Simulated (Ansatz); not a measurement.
CoO:

```
Co O
1.0
     3.19765    0.00000    0.00000
    -1.59882    2.76924    0.00000
     0.00000    0.00000    5.22871
Co O
2 2
Direct
  0.33333 0.66667 0.50336
  0.00000 0.00000 0.00347
  0.33333 0.66667 0.87156
  0.00000 0.00000 0.37161
```

Measurements of this composition are mostly on another form, of space group No. 225.

Alike in all runs: program Ansatz 0.2.0; functional PBE; potentials or basis Ansatz PAW; cutoff 420 eV (not typed: the program's choice for these potentials); k mesh 10 × 10 × 5; occupations fermi-dirac, width 0.05 eV.

Starts and where they ended:

```csv
start,free energy over the lowest (meV/atom),net moment (μB),site or absolute moments (μB),gap
"collinear spin, ferrimagnetic start of up to 2 μB",0.0,0.00,"Co +2.13, -2.13; O -0.15, +0.15",-
"collinear spin, random start of up to 1.71 μB",0.0,0.00,"Co +2.13, -2.13; O -0.15, +0.15",-
"collinear spin, ferromagnetic start of up to 2 μB",0.0,0.00,"Co +2.13, -2.13; O -0.15, +0.15",-
"collinear spin, antiferromagnetic start of up to 2 μB",0.0,0.00,"Co +2.13, -2.13; O -0.15, +0.15",-
no spin polarisation,248.6,-,-,none (metal or under the smearing width)
```

Allowing spin polarisation gains 249 meV/atom. A still lower state may exist.

Caveats: the starting moments weren't kept (some runs); semilocal functionals often make such compounds metallic where correlation or magnetic order opens a gap, which also shifts bond lengths (some runs).
